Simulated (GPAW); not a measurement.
A run of GPAW 26.7.0 is set up as follows.

The input run.py:

```python
from ase import Atoms
from ase.dft.bandgap import bandgap
from ase.io import write
from gpaw import GPAW, PW

atoms = Atoms(['Cd', 'O'],
              cell=[[0.0, 2.1055, 2.1055],
                    [2.1055, 0.0, 2.1055],
                    [2.1055, 2.1055, 0.0]],
              scaled_positions=[[0.0, 0.0, 0.0],
                                [0.5, 0.5, 0.5]],
              pbc=True)

calc = GPAW(mode=PW(600),
            xc='TB09',
            kpts={'size': (8, 8, 8), 'gamma': True},
            occupations={'name': 'fermi-dirac', 'width': 0.05},
            nbands=18,
            convergence={'density': 1e-05, 'energy': 1e-05},
            eigensolver='cg',
            maxiter=150,
            txt='gpaw.txt')
atoms.calc = calc
energy = atoms.get_potential_energy()
calc.write('gs.gpw')
write('result.traj', atoms)
print('Fermi level:', round(calc.get_fermi_level(), 4), 'eV')
print(f'Gap: {bandgap(calc)[0]:.4f} eV, direct: {bandgap(calc, direct=True)[0]:.4f} eV')
```

Potentials or basis: GPAW PAW data sets for LDA (gpaw-data 1.2.1), pw.

Run with:

```bash
$ OMP_NUM_THREADS=1 python run.py
```

Problem. Estimate the band gap on the k mesh.

Solution. 2.04 eV, indirect (least direct gap 5.12 eV).

Caveat: a model potential gives levels but no total energy. A k mesh can miss the band edges.
